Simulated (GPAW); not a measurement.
Write an ASE script for GPAW 26.7.0 that does the following.

```
Task                : relaxation of cell and atoms
Functional          : BLYP
Dispersion          : D4
Potentials or basis : PAW data sets generated in the run's folder for this functional
Cutoff              : 600 eV
Basis               : pw
k mesh              : 8 × 8 × 8
Occupations         : fermi-dirac, width 0.05 eV
Spin                : no spin polarisation
Eigensolver         : davidson
Maxiter             : 150
Optimizer           : BFGS
Fmax                : 0.02 eV/Å
Max steps           : 60
Convergence         : density=1e-05 forces=0.0001
```

Crystal: TiTe.

```
Ti Te
1.0
     0.00000    3.05007    3.05007
     3.05007    0.00000    3.05007
     3.05007    3.05007    0.00000
Ti Te
1 1
Direct
  0.50000 0.50000 0.50000
  0.00000 0.00000 0.00000
```

The cell comes from a database or a generator and needn't be the stable form of this composition.

These files were run (other wordings do the same):

run.py

```python
from ase import Atoms
from ase.calculators.mixing import SumCalculator
from ase.filters import FrechetCellFilter
from ase.io import write
from ase.optimize import BFGS
from dftd4.ase import DFTD4
from gpaw import GPAW, PW, setup_paths

setup_paths.insert(0, '.')

atoms = Atoms(['Ti', 'Te'],
              cell=[[0.0, 3.05006681, 3.05006681],
                    [3.05006681, 0.0, 3.05006681],
                    [3.05006681, 3.05006681, 0.0]],
              scaled_positions=[[0.5, 0.5, 0.5],
                                [0.0, 0.0, 0.0]],
              pbc=True)

calc = GPAW(mode=PW(600),
            xc='BLYP',
            kpts={'size': (8, 8, 8), 'gamma': True},
            occupations={'name': 'fermi-dirac', 'width': 0.05},
            nbands=19,
            convergence={'density': 1e-05, 'forces': 0.0001},
            eigensolver='davidson',
            maxiter=150,
            txt='gpaw.txt')
atoms.calc = SumCalculator([calc, DFTD4(method='blyp')])
opt = BFGS(FrechetCellFilter(atoms), trajectory='relax.traj', logfile='-')
done = opt.run(fmax=0.02, steps=60)
calc.write('gs.gpw')
write('result.traj', atoms)
print('Converged:', done)
print('Cell:', atoms.cell.cellpar().round(4))
print('Volume:', round(atoms.get_volume(), 4))
print(atoms.get_scaled_positions().round(5))
```

Potentials or basis: PAW data sets generated in the run's folder for this functional, pw.

Launch:

```bash
$ gpaw-setup -f BLYP Te Ti
$ OMP_NUM_THREADS=1 python run.py
```

It gave:

```json
{
 "Relaxed volume": "22.40 Å³/atom",
 "Relaxed cell": "a = 3.986 Å, b = 3.986 Å, c = 3.986 Å, α = 60.00°, β = 60.00°, γ = 60.00°",
 "Space group after relaxing (to 0.05 Å)": "Fm-3m (No. 225)",
 "Energy gained by relaxing": "228.0 meV/atom",
 "Ionic steps": "6",
 "Pressure after relaxing": "0.0 GPa",
 "Band gap on the k mesh": "none (metal or under the smearing width)",
 "Dispersion energy per atom": "-0.757 eV"
}
```

Caveat: later steps reuse the first step's grids; the volume moved by over 15 % at a fixed basis, so the end points are rough; pairwise dispersion overbinds metals, which lowers pressure and volume.

Run time: 2.3 min on 1 thread of Intel(R) Xeon(R) Platinum 8488C (Sapphire Rapids), with other jobs on the host, peak memory 0.33 GiB.
